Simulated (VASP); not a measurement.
# BaS (Fm-3m) in VASP: settings compared

The runs below take BaS through G0W0 quasiparticle levels, with PBE, LDA.

Everything below comes from runs of VASP 6.6.1. Logs are shortened: lines on timing, memory, paths and dates and some standing lists are left out, and cuts for length are marked.

### Step 1. Starting point

The structure is cubic, space group Fm-3m (No. 225). Conventional cell: a = 6.388 Å, b = 6.388 Å, c = 6.388 Å, α = 90.00°, β = 90.00°, γ = 90.00°. Ba (site symmetry m-3m) is surrounded by 6 S at 3.19 Å. S (site symmetry m-3m) is surrounded by 6 Ba at 3.19 Å.

### Step 2. G0W0 quasiparticle levels, PBE

Input file POSCAR:

```
BaS
1.0
    0.0000000000      3.1937500000      3.1937500000
    3.1937500000      0.0000000000      3.1937500000
    3.1937500000      3.1937500000      0.0000000000
Ba S
1 1
Direct
    0.0000000000      0.0000000000      0.0000000000
    0.5000000000      0.5000000000      0.5000000000
```

Input file INCAR.step1:

```
PREC = Accurate
ENCUT = 450
EDIFF = 1E-8
ISMEAR = 0
SIGMA = 0.01
LREAL = F
LASPH = T
NELM = 80
ALGO = Normal
LWAVE = T
LCHARG = F
GGA = PE
```

Input file INCAR.step2:

```
PREC = Accurate
ENCUT = 450
EDIFF = 1E-8
ISMEAR = 0
SIGMA = 0.01
LREAL = F
LASPH = T
NELM = 1
ALGO = Exact
LWAVE = T
LCHARG = F
GGA = PE
NBANDS = 113
LOPTICS = T
ISTART = 1
```

Input file INCAR.step3:

```
PREC = Accurate
ENCUT = 450
EDIFF = 1E-8
ISMEAR = 0
SIGMA = 0.01
LREAL = F
LASPH = T
ALGO = EVGW0
LWAVE = F
LCHARG = F
GGA = PE
NELMGW = 1
NBANDS = 113
ENCUTGW = 80
NOMEGA = 50
PRECFOCK = Fast
ISTART = 1
NBANDSGW = 16
```

Input file KPOINTS:

```
Automatic mesh
0
Gamma
  4 4 4
```

Potentials or basis: VASP PAW PBE potentials, release 64 (Ba_sv_GW, S_GW).

Launch:

```
> cat potpaw_PBE.64/Ba_sv_GW/POTCAR potpaw_PBE.64/S_GW/POTCAR > POTCAR
> cp INCAR.step1 INCAR
> mpirun -np 1 vasp_std > vasp.out
> cp INCAR.step2 INCAR
> mpirun -np 1 vasp_std > vasp.out
> cp INCAR.step3 INCAR
> mpirun -np 1 vasp_std > vasp.out
```

OUTCAR:

```text
PREC = Accurate
   ENCUT = 450
   EDIFF = 1E-8
   ISMEAR = 0
   LREAL = F
   LASPH = T
   GGA = PE
   NELMGW = 1
   ENCUTGW = 80
   PRECFOCK = Fast
   ISTART = 1

 ion  position               nearest neighbor table
   1  0.000  0.000  0.000-
   2  0.500  0.500  0.500-

  LATTYP: Found a face centered cubic cell.
 ALAT       =     6.3875000000

  Lattice vectors:

 A1 = (   0.0000000000,   3.1937500000,   3.1937500000)
 A2 = (   3.1937500000,   0.0000000000,   3.1937500000)
 A3 = (   3.1937500000,   3.1937500000,   0.0000000000)

Analysis of symmetry for initial positions (statically):
=====================================================================
 Subroutine PRICEL returns:
 Original cell was already a primitive cell.

 Routine SETGRP: Setting up the symmetry group for a
 face centered cubic supercell.

 Subroutine GETGRP returns: Found 48 space group operations
 (whereof 48 operations were pure point group operations)
 out of a pool of 48 trial point group operations.

The static configuration has the point symmetry O_h .

Analysis of symmetry for dynamics (positions and initial velocities):
=====================================================================
 Subroutine PRICEL returns:
 Original cell was already a primitive cell.

 Routine SETGRP: Setting up the symmetry group for a
 face centered cubic supercell.

 Subroutine GETGRP returns: Found 48 space group operations
 (whereof 48 operations were pure point group operations)
 out of a pool of 48 trial point group operations.

The dynamic configuration has the point symmetry O_h .

 Subroutine INISYM returns: Found 48 space group operations
 (whereof 48 operations are pure point group operations),
 and found     1 'primitive' translations

----------------------------------------------------------------------------------------

                                     Primitive cell

  volume of cell :      65.1527

  direct lattice vectors                    reciprocal lattice vectors
     0.000000000  3.193750000  3.193750000    -0.156555773  0.156555773  0.156555773
     3.193750000  0.000000000  3.193750000     0.156555773 -0.156555773  0.156555773
     3.193750000  3.193750000  0.000000000     0.156555773  0.156555773 -0.156555773

  length of vectors
     4.516644565  4.516644565  4.516644565     0.271162553  0.271162553  0.271162553

  position of ions in fractional coordinates (direct lattice)
     0.000000000  0.000000000  0.000000000
     0.500000000  0.500000000  0.500000000

  ion indices of the primitive-cell ions
   primitive index   ion index
                 1           1
                 2           2

----------------------------------------------------------------------------------------

 KPOINTS: Automatic mesh

Automatic generation of k-mesh.
 Grid dimensions read from file:
 generate k-points for:    4    4    4

 Generating k-lattice:

  Cartesian coordinates                     Fractional coordinates (reciprocal lattice)
    -0.039138943  0.039138943  0.039138943     0.250000000  0.000000000  0.000000000
     0.039138943 -0.039138943  0.039138943     0.000000000  0.250000000  0.000000000
     0.039138943  0.039138943 -0.039138943     0.000000000  0.000000000  0.250000000

  Length of vectors
     0.067790638  0.067790638  0.067790638

  Shift w.r.t. Gamma in fractional coordinates (k-lattice)
     0.000000000  0.000000000  0.000000000

 Subroutine IBZKPT returns following result:
 ===========================================

 Found      8 irreducible k-points:

 Following reciprocal coordinates:
            Coordinates               Weight
  0.000000  0.000000  0.000000      1.000000
  0.250000  0.000000  0.000000      8.000000
  0.500000  0.000000  0.000000      4.000000
  0.250000  0.250000  0.000000      6.000000
  0.500000  0.250000  0.000000     24.000000
 -0.250000  0.250000  0.000000     12.000000
  0.500000  0.500000  0.000000      3.000000
 -0.250000  0.500000  0.250000      6.000000
   k-points           NKPTS =      8   k-points in BZ     NKDIM =     64   number of bands    NBANDS=    113
   number of dos      NEDOS =    301   number of ions     NIONS =      2
   total plane-waves  NPLWV =  32768
   dimension x,y,z NGX =    32 NGY =   32 NGZ =   32
   dimension x,y,z NGXF=    64 NGYF=   64 NGZF=   64
   ions per type =               1   1
   NGX,Y,Z   is equivalent  to a cutoff of  11.78, 11.78, 11.78 a.u.
   NGXF,Y,Z  is equivalent  to a cutoff of  23.56, 23.56, 23.56 a.u.
 SYSTEM =  unknown system
   PREC   = accura    normal or accurate (medium, high low for compatibility)
   ISTART =      1    job   : 0-new  1-cont  2-samecut
   ICHARG =      0    charge: 1-file 2-atom 10-const
   ISPIN  =      1    spin polarized calculation?
   LNONCOLLINEAR =      F non collinear calculations
   LSORBIT =      F    spin-orbit coupling
   LASPH  =      T    aspherical Exc in radial PAW
   ENCUT  =  450.0 eV  33.07 Ry    5.75 a.u.   7.81  7.81  7.81*2*pi/ulx,y,z
   NELM   =     60;   NELMIN=  2; NELMDL=  0     # of ELM steps
   EDIFF  = 0.1E-07   stopping-criterion for ELM
   LREAL  =      F    real-space projection
   EDIFFG = 0.1E-06   stopping-criterion for IOM
   NSW    =      0    number of steps for IOM
   IBRION =     -1    ionic relax: 0-MD 1-quasi-New 2-CG
   NFREE  =      0    steps in history (QN), initial steepest desc. (CG)
   ISIF   =      0    stress and relaxation
   ISYM   =      3    0-nonsym 1-usesym 2-fastsym
   POTIM  = 0.5000    time-step for ionic-motion
   TEBEG  =    0.0;   TEEND  =   0.0 temperature during run
   PSTRESS=    0.0 pullay stress
   NELECT =      16.0000    total number of electrons
   NUPDOWN=      -1.0000    fix difference up-down
   EMIN   =  10.00;   EMAX   =-10.00  energy-range for DOS
   EFERMI =   0.00;   METHOD = LEGACY
   ISMEAR =     0;   SIGMA  =   0.01  broadening in eV -4-tet -1-fermi 0-gaus
   EFERMI_NEDOS =   21; number of points for ismear=-14 and -15
   IALGO  =     38    algorithm
   IMIX   =      4    mixing-type and parameters
     AMIX     =   0.40;   BMIX     =  1.00
     AMIX_MAG =   1.60;   BMIX_MAG =  1.00
  volume/ion in A,a.u.               =      32.58       219.84
  Fermi-wavevector in a.u.,A,eV,Ry     =   1.025189  1.937326 14.299891  1.051012
  Thomas-Fermi vector in A             =   2.159016
   LORBIT       =      0    0 simple, 1 ext, 2 COOP (PROOUT), +10 PAW based schemes
   GGA     = PE    functional components
   LHFCALC =     T    Hartree Fock is set to
   PRECFOCK=fast      Normal, Fast or Accurate (Low or Medium for compatibility)
   ENCUT4O =  -1.0   cutoff for four orbital integrals eV
   NKREDX  =     1    reduce k-point grid by
   NKREDY  =     1    reduce k-point grid by
   NKREDZ  =     1    reduce k-point grid by
   AEXX    =    1.0000 exact exchange contribution
   HFSCREEN=    0.0000 screening length (either q_TF or 0.3 A-1)
   HFSCREENC=   0.0000 screening length for correlation (either q_TF or 0.3 A-1)
   ENCUTFOCK=  -1.0 apply spherical cutoff to Coloumb kernel
   IVDW    =     0    specifies the selected vdW correction
   LEPSILON=     F    determine dielectric tensor
   LRPA    =     F    only Hartree local field effects (RPA)
   LRPAFORCE           =     F    calculate RPA forces
   ENCUTGW             =  80.0    cutoff for response function in eV
   ENCUTGWSOFT         =  64.0    soft cutoff for Coulomb kernel in GW response function in eV
   ENCUTLF             =  -1.0    cutoff for local field effects
   NELMGW              =     1    number of iterations in solving QP/BSE equation
   NELMHF              =     1    number of iterations in the inner HF iteration
   NKREDLFX            =     1    NKREDLFY  =   1   NKREDLFZ  =   1
 non-spin polarized calculation
 Gauss-broadening in eV      SIGMA  =   0.01
  energy-cutoff  :      450.00
  volume of cell :       65.15
 maximum number of plane-waves:      1428
  NGX = 18; NGY = 18; NGZ = 18
   NGX = 15   NGY = 15   NGZ = 15
 maximum number of plane-waves:       113
 NGX is ok and might be reduce to    14

 QP shifts <psi_nk| G(iteration)W_0 |psi_nk>: iteration 1
 for sc-GW calculations column KS-energies equals QP-energies in previous step
 and V_xc(KS)=  KS-energies - (<T + V_ion + V_H > + <T+V_H+V_ion>^1  + <V_x>^1)

 k-point   1 :       0.0000    0.0000    0.0000
  band No.  KS-energies  QP-energies   sigma(KS)   V_xc(KS)     V^pw_x(r,r')   Z            occupation Imag(sigma)

      1     -22.9259     -23.4399     -15.9840     -15.1512     -24.3954       0.6172       2.0000       1.1946
      2      -7.9870      -9.2461     -15.5867     -13.9408     -19.0293       0.7650       2.0000       0.2572
      3      -7.9870      -9.2461     -15.5867     -13.9408     -19.0293       0.7650       2.0000       0.2572
      4      -7.9870      -9.2461     -15.5867     -13.9408     -19.0293       0.7650       2.0000       0.2572
      5      -7.2688      -7.8390     -14.1746     -13.3468     -21.0275       0.6889       2.0000       1.1636
      6       3.0220       2.3287     -13.5549     -12.6318     -15.6619       0.7511       2.0000       0.1167
[... 8 lines left out ...]
     15      10.4891      12.0456      -6.7280      -8.7302      -1.8079       0.7774       0.0000      -0.2625
     16      13.0129      17.7502      -8.4035     -14.8220      -2.1973       0.7381       0.0000      -0.2220

 k-point   2 :       0.2500    0.0000    0.0000
  band No.  KS-energies  QP-energies   sigma(KS)   V_xc(KS)     V^pw_x(r,r')   Z            occupation Imag(sigma)

      1     -22.9034     -23.4102     -15.9935     -15.1752     -24.4048       0.6193       2.0000       1.1868
      2      -8.7340      -9.7482     -14.7313     -13.2840     -19.5421       0.7007       2.0000       0.5643
      3      -8.0062      -9.2680     -15.5636     -13.9159     -18.9963       0.7658       2.0000       0.2518
      4      -8.0062      -9.2680     -15.5636     -13.9159     -18.9963       0.7658       2.0000       0.2518
      5      -6.4781      -7.1672     -15.0054     -14.0498     -20.5136       0.7211       2.0000       0.8079
      6       1.9261       1.0971     -12.3860     -11.2717     -14.5533       0.7440       2.0000       0.1414
[... 8 lines left out ...]
     15      11.8036      14.6098      -7.7968     -11.4815      -2.3758       0.7616       0.0000      -0.2592
     16      12.5521      16.4019      -8.4695     -13.6232      -2.6448       0.7470       0.0000      -0.2326

 k-point   3 :       0.5000    0.0000    0.0000
  band No.  KS-energies  QP-energies   sigma(KS)   V_xc(KS)     V^pw_x(r,r')   Z            occupation Imag(sigma)

      1     -22.8808     -23.3817     -16.0027     -15.1997     -24.4144       0.6237       2.0000       1.1786
      2      -9.1442     -10.1066     -14.4781     -13.0557     -19.5525       0.6766       2.0000       0.6012
      3      -8.0251      -9.2865     -15.5418     -13.8919     -18.9641       0.7646       2.0000       0.2466
      4      -8.0251      -9.2865     -15.5418     -13.8919     -18.9641       0.7646       2.0000       0.2466
      5      -6.0188      -6.6733     -15.2430     -14.3398     -20.5085       0.7247       2.0000       0.7300
      6       1.1658       0.2417     -11.9122     -10.6583     -14.3189       0.7370       2.0000       0.1799
[... 8 lines left out ...]
     15      12.0573      13.2393     -10.6592     -12.2401      -6.1070       0.7476       0.0000      -0.2448
     16      12.0573      13.2393     -10.6592     -12.2401      -6.1070       0.7476       0.0000      -0.2448

 k-point   4 :       0.2500    0.2500    0.0000
  band No.  KS-energies  QP-energies   sigma(KS)   V_xc(KS)     V^pw_x(r,r')   Z            occupation Imag(sigma)

      1     -22.8963     -23.4029     -15.9986     -15.1827     -24.4080       0.6210       2.0000       1.1875
      2      -8.5970      -9.6523     -14.8303     -13.3486     -19.4433       0.7122       2.0000       0.5265
      3      -8.0838      -9.3506     -15.4995     -13.8339     -18.9748       0.7605       2.0000       0.2717
      4      -8.0838      -9.3506     -15.4995     -13.8339     -18.9748       0.7605       2.0000       0.2717
      5      -6.6593      -7.3316     -14.8773     -13.9357     -20.5827       0.7140       2.0000       0.8597
      6       1.7977       0.9574     -12.6361     -11.4992     -14.9804       0.7392       2.0000       0.1533
[... 8 lines left out ...]
     15      12.0252      15.2213      -7.7903     -12.0177      -2.2017       0.7560       0.0000      -0.2545
     16      12.6127      16.3164      -8.5297     -13.4736      -2.8102       0.7492       0.0000      -0.2369
[... 24 lines left out ...]
      1     -22.8814     -23.3832     -16.0047     -15.1991     -24.4144       0.6229       2.0000       1.1823
      2      -8.8904      -9.8899     -14.6402     -13.1957     -19.5343       0.6919       2.0000       0.5724
      3      -8.2084      -9.4899     -15.3777     -13.6858     -18.8968       0.7574       2.0000       0.2924
      4      -8.0266      -9.2878     -15.5409     -13.8895     -18.9670       0.7637       2.0000       0.2482
      5      -6.2960      -6.9652     -15.1031     -14.1784     -20.5324       0.7237       2.0000       0.7779
      6       1.5191       0.6409     -12.3003     -11.1083     -14.6653       0.7368       2.0000       0.1643
[... 8 lines left out ...]
     15      12.2909      14.2969      -9.1167     -11.7666      -4.1005       0.7570       0.0000      -0.2720
     16      12.4092      15.8178      -8.4077     -12.9556      -2.7700       0.7495       0.0000      -0.2451

 k-point   7 :       0.5000    0.5000    0.0000
  band No.  KS-energies  QP-energies   sigma(KS)   V_xc(KS)     V^pw_x(r,r')   Z            occupation Imag(sigma)

      1     -22.8678     -23.3733     -16.0165     -15.2139     -24.4211       0.6299       2.0000       1.1874
      2      -8.4737      -9.7996     -15.1338     -13.3830     -18.7588       0.7573       2.0000       0.3403
      3      -8.1794      -9.4586     -15.4180     -13.7319     -18.9297       0.7587       2.0000       0.2869
      4      -8.1794      -9.4586     -15.4180     -13.7319     -18.9297       0.7587       2.0000       0.2869
      5      -7.1807      -7.7228     -14.2711     -13.4824     -21.1246       0.6873       2.0000       1.1529
      6       2.5740       1.7788     -13.2557     -12.1952     -15.5002       0.7499       2.0000       0.1248
[... 8 lines left out ...]
     15      10.9499      12.4111      -7.9354      -9.8409      -3.1117       0.7669       0.0000      -0.2817
     16      12.1286      15.8536      -8.0943     -13.0601      -2.2602       0.7501       0.0000      -0.2292

 k-point   8 :      -0.2500    0.5000    0.2500
  band No.  KS-energies  QP-energies   sigma(KS)   V_xc(KS)     V^pw_x(r,r')   Z            occupation Imag(sigma)

      1     -22.8673     -23.3722     -16.0147     -15.2145     -24.4211       0.6309       2.0000       1.1841
      2      -8.5362      -9.5834     -14.9078     -13.4385     -19.4957       0.7127       2.0000       0.5155
      3      -8.3295      -9.6315     -15.2671     -13.5486     -18.8339       0.7576       2.0000       0.3138
      4      -8.3295      -9.6315     -15.2671     -13.5486     -18.8339       0.7576       2.0000       0.3138
      5      -6.6259      -7.2867     -14.9108     -13.9849     -20.6202       0.7136       2.0000       0.8536
      6       1.9637       1.1484     -12.8324     -11.7300     -15.1512       0.7395       2.0000       0.1480
[... 8 lines left out ...]
     15      12.0239      15.2016      -8.0821     -12.2938      -2.4705       0.7545       0.0000      -0.2538
     16      12.3875      14.5123      -9.6098     -12.4488      -4.5263       0.7484       0.0000      -0.2682
```

Run time: 2.7 min. Hardware: 1 thread of Intel Xeon Platinum 8488C (Sapphire Rapids), shared host; peak memory 0.62 GiB.

What came out:

```
Band gap on the k mesh, mean-field level : 2.20 eV, indirect (least direct gap 2.31 eV)
Quasiparticle gap                        : 3.30 eV
Least direct quasiparticle gap           : 3.43 eV
```

Caveat: the k mesh is coarse (spacing up to 0.43 Å⁻¹), so the values aren't converged; bands, screening cutoff and mesh are small and nothing is extrapolated, so the quasiparticle values aren't converged; spin-orbit coupling is left out, which moves the levels of the heavy elements. A k mesh can miss the band edges.

(Continued in part 2 of 2.)
